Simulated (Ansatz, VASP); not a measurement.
## Se: VASP beside Ansatz

```
Se
1.0
     4.35517    0.00000    0.00000
    -2.17758    3.77169    0.00000
     0.00000    0.00000    4.94945
Se
3
Direct
  0.21700 0.00000 0.16667
  0.00000 0.21700 0.83333
  0.78300 0.78300 0.50000
```

Alike in both runs: task single point; functional PBEsol; k mesh 8 × 8 × 6; occupations fermi-dirac, width 0.02 eV; no spin polarisation.

```csv
,VASP,Ansatz
version,VASP 6.6.1,Ansatz 0.2.0
potentials or method,"VASP PAW PBE potentials, release 64 (Se), cutoff 520 eV","all-electron LAPW, scalar-relativistic"
```

```tsv
	VASP	Ansatz	Ansatz less VASP
gap on the k mesh at the Fermi level (eV)	1.05	1.08	+0.025
pressure (GPa)	3.1	2.9	-0.25
largest component of the traceless stress (GPa)	1.67	1.55	-0.117
rms of the force components (eV/Å)	0.617	0.580	-0.0376
```

Atom by atom the forces differ by 0.038 eV/Å (rms over components). Ansatz ran all-electron here, so the differences hold the error of VASP's frozen core and of both bases.

Caveats: the PAW data sets were made with another functional, which shifts forces and pressure a little (VASP). A k mesh can miss the band edges.
